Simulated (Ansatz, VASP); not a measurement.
# LiH: VASP beside Ansatz

```xyz
2
Lattice="0.0000 2.1451 2.1451 2.1451 0.0000 2.1451 2.1451 2.1451 0.0000" Properties=species:S:1:pos:R:3 pbc="T T T"
Li    0.0000    0.0000    0.0000
H     1.0726    1.0726    1.0726
```

Alike in both runs: task single point; functional r2SCAN; k mesh 10 × 10 × 10; no spin polarisation.

```csv
,VASP,Ansatz
version,VASP 6.6.1,Ansatz 0.2.0
potentials or method,"VASP PAW PBE potentials, release 64 (Li_sv, H)","plane waves, PAW"
plane-wave cutoff (eV),520,500
occupations,"gaussian, width 0.01 eV",fixed
valence electrons in the cell,4,4
```

```csv
,VASP,Ansatz,Ansatz less VASP
gap on the k mesh at the Fermi level (eV),4.82,4.75,-0.069
```

 A k mesh can miss the band edges. r2SCAN opens gaps a little over a GGA but as a rule still falls short of measured ones.
